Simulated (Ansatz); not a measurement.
## Step by step: CuI, relaxation of cell and atoms

Computed with Ansatz 0.2.0, DFT, PBE, PAW with Ansatz's default frozen-core files, scalar-relativistic.

Command: `ansatz run input.yaml --threads 1 --pin off --max-ram 2048MiB --backend cpu --events-out ev --progress --plain --runs-dir out` The run took about 28 s on 1 thread of a shared machine.

```yaml
crystal:
  lattice:
    - [0.0, 3.0187072258, 3.0187072258]
    - [3.0187072258, 0.0, 3.0187072258]
    - [3.0187072258, 3.0187072258, 0.0]
  atoms:
    - { symbol: Cu, position: [0.0, 0.0, 0.0] }
    - { symbol: I, position: [0.25, 0.25, 0.25] }
kpoints:
  mp_grid: { grid: [12, 12, 12] }
scf:
  occupations: { method: fermi_dirac, width: 0.05 }
hamiltonian:
  xc: pbe
  pseudopotentials: { kind: paw }
output:
  forces: true
  stress: true
relax:
  f_tol: 0.005
  max_steps: 80
  cell: {}
```

No spin–orbit coupling, which matters for the heavy atoms here.

The cell is built from the zincblende type as a first guess.

The cutoff is 420 eV; energies and pressures of the walk include the program's estimate of the Pulay term.

Each frame lists the cell vectors (Å), then Cartesian positions (Å); symmetry keeps all forces zero. Free energies count from the first step, -14138.3636 eV.

The walk took 4 evaluations in all; steps that aren't listed are left out.

Step 1: E = 0.0 meV, P = 0.84 GPa

```
cell 0.0000 3.0187 3.0187 3.0187 0.0000 3.0187 3.0187 3.0187 0.0000
Cu    0.0000    0.0000    0.0000
I     1.5094    1.5094    1.5094
```

Problem. How does the relaxation end?

Solution. It converges, with a = 6.079 Å, b = 6.079 Å, c = 6.079 Å, α = 90.00°, β = 90.00°, γ = 90.00° (conventional cell, space group F-43m). The last solve (on a basis chosen afresh for the final cell, so its energy is not quite comparable) gives E = -2.9 meV, P = 0.00 GPa:
```
cell 0.0000 3.0395 3.0395 3.0395 0.0000 3.0395 3.0395 3.0395 0.0000
Cu    0.0000    0.0000    0.0000
I     1.5198    1.5198    1.5198
```
